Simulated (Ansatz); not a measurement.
This Ansatz 0.2.0 run on MgO needs a look.

File input.yaml:

```yaml
crystal:
  lattice:
    - [0.0, 2.0970013927, 2.0970013927]
    - [2.0970013927, 0.0, 2.0970013927]
    - [2.0970013927, 2.0970013927, 0.0]
  atoms:
    - { symbol: Mg, position: [0.0, 0.0, 0.0] }
    - { symbol: O, position: [0.5, 0.5, 0.5] }
hamiltonian:
  xc: pbe
  pseudopotentials: { kind: paw }
kpoints:
  mp_grid: { grid: [11, 11, 11] }
scf:
  occupations: { method: fixed }
  max_iter: 3
output:
  forces: true
  stress: true
  eigenvalues: true
```

Potentials or basis: Ansatz PAW.

Run with:

```console
$ ansatz run input.yaml --threads 1 --pin off --max-ram 2560MiB --backend cpu --events-out ev --progress --plain --runs-dir out
```

Output:

```text
[... 29 lines left out ...]
did not converge after 3 iterations: dr2 = 8.77e-7 (threshold 1.00e-7), under the density mixer `msr1`, which `scf.mixing.algorithm: auto` chose by the deck's other keys (type `scf.mixing.algorithm: msr1` to keep it); at k-index 0, counted from 0 in this SCF's own list of k-points, the highest band that the last eigensolve's fill by count filled, 8.296792 eV, and the lowest that it left empty, 13.165853 eV, lay 4.869e0 eV apart, the closest at any k-point: where those lie closer than the levels still move from one iteration to the next, and no symmetry of the run holds them equal, such a fill
```

Problem. What happened, and what is wrong with the input?

Solution. The run did not converge. The input holds a flaw that was put in on purpose: too few SCF iterations.
